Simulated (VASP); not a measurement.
A run of VASP 6.6.1 is set up as follows.

File INCAR:

```
SYSTEM = C
ALGO = Normal
AMIX = 0.2
EDIFF = 1E-7
ENCUT = 520
GGA = PE
ISIF = 2
ISMEAR = 0
LASPH = .TRUE.
LCHARG = .FALSE.
LREAL = .FALSE.
LWAVE = .FALSE.
NBANDS = 11
NELM = 100
PREC = Accurate
SIGMA = 0.02
```

The input KPOINTS:

```
k-points
0
G
  14 14 14
  0 0 0
```

POSCAR

```
C                                       
1.0
    0.0000000000      1.7314139851      1.7314139851
    1.7314139851      0.0000000000      1.7314139851
    1.7314139851      1.7314139851      0.0000000000
  C             
     2
Direct
     0.0000000000000000    0.0000000000000000    0.0000000000000000
     0.2500000000000000    0.2500000000000000    0.2500000000000000
```

Potentials or basis: VASP PAW PBE potentials, release 64 (C).

Launch:

```bash
$ cat potpaw_PBE.64/C/POTCAR > POTCAR
$ mpirun -np 1 vasp_std > vasp.out
```

Task: What does it give for the pressure?

Result: 48.7 GPa.

Task: Estimate the band gap on the k mesh.

Result: 4.33 eV, indirect (least direct gap 5.84 eV).

Caveat: a pressure of tens of GPa on the cell as given is suspect, and the run, the potentials or the cell itself is likely at fault. A k mesh can miss the band edges.
